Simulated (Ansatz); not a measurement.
BeO (wurtzite, P6_3mc), PBE in the plane-wave PAW code Ansatz. The conduction-band minimum lies at Γ, with 1 equivalent valley. Second derivatives d²E/dk² of the lowest band at one valley (eV·Å²), along Cartesian directions:

| direction | d²E/dk² |
|---|---|
| [100] | 12.67 |
| [010] | 12.67 |
| [001] | 14.30 |
| [110] | 12.67 |
| [101] | 13.49 |
| [011] | 13.49 |

Question: Find the principal effective masses, the density-of-states mass and the conductivity mass.

Answer: Off-diagonal terms follow from H_xy = H[110] − (H_xx + H_yy)/2, and m*/mₑ = 7.620 eV·Å² over each eigenvalue: 0.53, 0.60, 0.60. One valley's DOS mass (m₁m₂m₃)^(1/3) = 0.58, conductivity mass 3/(Σ 1/mᵢ) = 0.58 mₑ.

Question: What effective density of states Nc follows at 300 K for parabolic valleys?

Answer: Nc = 2.509e19 × 1 × (0.58)^(3/2) ≈ 1.1e19 cm⁻³.

Symmetry was held in the PBE relaxation.

Potentials: the later of the program's two PAW sets.

Edges and masses are those of Kohn–Sham bands, whose gap is no quasiparticle gap.
